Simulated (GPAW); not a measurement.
Crystal: Ni.

```
Ni
1.0
    -1.38372    1.38372    1.38372
     1.38372   -1.38372    1.38372
     1.38372    1.38372   -1.38372
Ni
1
Direct
  0.00000 0.00000 0.00000
```

This isn't the form of Ni at room conditions, which is fcc.

Base run:

- Program: GPAW 26.7.0
- Functional: PBEsol
- Potentials or basis: PAW data sets generated in the run's folder for this functional
- Cutoff: 600 eV
- Basis: pw
- k mesh: 13 × 13 × 13
- Occupations: fermi-dirac, width 0.05 eV
- Spin: collinear spin, ferromagnetic start
- Starting moments: [1.0] μB

Its results: pressure 0.5 GPa; net moment 0.58 μB per cell; site moments Ni +0.61 μB.

Task: The run is repeated on the same cell with these changes: functional from PBEsol to LDA; potentials or basis from PAW data sets generated in the run's folder for this functional to the program's PAW data sets (release 1.2.1) made for this functional. What comes out?

Result: Pressure -8.4 GPa; net moment 0.53 μB per cell; site moments Ni +0.55 μB.

Caveats: the stock nickel data set gives pressures a few GPa off other programs.

Not every run made on this cell is shown here.
